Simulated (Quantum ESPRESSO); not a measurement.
Runs of Quantum ESPRESSO 7.5 on CaF2 (Fluorite). Symmetry: Fm-3m, No. 225, cubic system. Conventional cell: a = 5.462 Å, b = 5.462 Å, c = 5.462 Å, α = 90.00°, β = 90.00°, γ = 90.00°. Around Ca (site symmetry m-3m) lie 8 F at 2.37 Å. Around F (site symmetry -43m) lie 4 Ca at 2.37 Å. 

```tsv
level	potentials or basis	cell	form of the LDA correlation	pressure (GPa)
LDA	PseudoDojo 0.4.1 SR LDA standard	relaxed	PW92	0.0
LDA	PseudoDojo 0.4.1 SR LDA standard	as given	PW92	-6.7
PBE	PseudoDojo 0.4.1 SR PBE standard	as given	-	(a)
PBE	PseudoDojo 0.4.1 SR PBE standard	relaxed	-	0.0
```

Alike in all rows: task dielectric tensor; no spin polarisation; k mesh 6 × 6 × 6, shifted; cutoff (eV) 1143; smearing fermi-dirac 0.02 eV.

**Question.** Fill in the values left out.

**Answer.** (a) 1.9.

Caveats: the cell is more than 3 GPa from zero pressure, which shifts response properties (some runs).
